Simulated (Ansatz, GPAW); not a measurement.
Given: the input of a run of Ansatz 0.2.0 on CaO. The cell is a database's computed one, not the measured one.

Contents of input.yaml:

```yaml
crystal:
  lattice:
    - [0.0, 2.403555696, 2.403555696]
    - [2.403555696, 0.0, 2.403555696]
    - [2.403555696, 2.403555696, 0.0]
  atoms:
    - { symbol: Ca, position: [0.0, 0.0, 0.0] }
    - { symbol: O, position: [0.5, 0.5, 0.5] }
kpoints:
  mp_grid: { grid: [10, 10, 10] }
scf:
  occupations: { method: gaussian, width: 0.015 }
hamiltonian:
  xc: pbe
  pseudopotentials: { kind: all_electron, lapw: { basis_error: 0.001 } }
output:
  forces: true
  stress: true
  eigenvalues: true
```

Potentials or basis: all-electron LAPW, scalar-relativistic.

Run with:

```console
$ ansatz run input.yaml --threads 1 --pin off --max-ram 3072MiB --backend cpu --events-out ev --progress --plain --runs-dir out
```

Task: What does the same run look like in GPAW 26.7.0 (ASE script)? Potentials or basis there: GPAW PAW data sets (gpaw-data 1.2.1), cutoff 800 eV.

Result: As run (cutoffs and basis follow the program's own potentials, and thresholds, step limits or extra output files can differ):

The input run.py:

```python
from ase.dft.bandgap import bandgap
from ase.io import read, write
from ase.units import GPa
from gpaw import GPAW, PW

atoms = read('CaO.xyz')

calc = GPAW(mode=PW(800),
            xc='PBE',
            kpts={'size': (10, 10, 10), 'gamma': True},
            occupations={'name': 'methfessel-paxton', 'order': 0, 'width': 0.015},
            nbands=16,
            convergence={'density': 1e-05, 'energy': 1e-05},
            maxiter=150,
            txt='gpaw.txt')
atoms.calc = calc
energy = atoms.get_potential_energy()
forces = atoms.get_forces()
stress = atoms.get_stress()
calc.write('gs.gpw')
write('result.traj', atoms)
print(f'Energy: {energy:.6f} eV')
print('Forces (eV/A):')
print(forces.round(4))
print('Stress (GPa):', (stress / GPa).round(3))
print('Fermi level:', round(calc.get_fermi_level(), 4), 'eV')
print(f'Gap: {bandgap(calc)[0]:.4f} eV, direct: {bandgap(calc, direct=True)[0]:.4f} eV')
```

CaO.xyz

```xyz
2
Lattice="0.0000000000 2.4035556960 2.4035556960 2.4035556960 0.0000000000 2.4035556960 2.4035556960 2.4035556960 0.0000000000" Properties=species:S:1:pos:R:3 pbc="T T T"
Ca     0.0000000000      0.0000000000      0.0000000000
O      2.4035556960      2.4035556960      2.4035556960
```

Potentials or basis: GPAW PAW data sets (gpaw-data 1.2.1), pw.

Command:

```console
$ OMP_NUM_THREADS=1 python run.py
```

Both were run:

|  | Ansatz | GPAW |
| --- | --- | --- |
| Pressure | 1.6 GPa | 2.2 GPa |

Where Ansatz's input types no cutoff or centring, it takes its own default and a Γ-centred mesh.

Pressure is positive in compression.
